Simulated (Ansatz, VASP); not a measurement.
# Two plane-wave programs on MgTe

```xyz
2
Lattice="0.0000 3.2103 3.2103 3.2103 0.0000 3.2103 3.2103 3.2103 0.0000" Properties=species:S:1:pos:R:3 pbc="T T T"
Te    1.6052    1.6052    1.6052
Mg    0.0000    0.0000    0.0000
```

Change from the starting cell: volume scaled by 0.98.

Alike in both runs: task single point; functional PBE; k mesh 7 × 7 × 7; occupations fermi-dirac, width 0.05 eV; no spin polarisation.

|  | VASP | Ansatz |
| --- | --- | --- |
| version | VASP 6.6.1 | Ansatz 0.2.0 |
| potentials or method | VASP PAW PBE potentials, release 64 (Te, Mg) | Ansatz PAW |
| plane-wave cutoff (eV) | 520 | 420 |
| valence electrons in the cell | 8 | 26 |

VASP gave:

| Item | Value |
| --- | --- |
| gap on the k mesh at the Fermi level (eV) | 2.50 |
| least direct gap on the mesh (eV) | 2.50 |
| pressure (GPa) | 1.5 |

**Question.** Which values does Ansatz return?

**Answer.** gap on the k mesh at the Fermi level (eV): 2.51; least direct gap on the mesh (eV): 2.51; pressure (GPa): 1.5.

The two sets of potentials don't hold the same shells in valence.

Caveats: spin-orbit coupling is left out, which moves the levels of the heavy elements; an odd mesh through Γ misses points on the zone boundary, where band edges often lie (VASP); odd divisions of the mesh miss points on the zone boundary, where band edges often lie, so the gap on the mesh can be too wide (Ansatz).
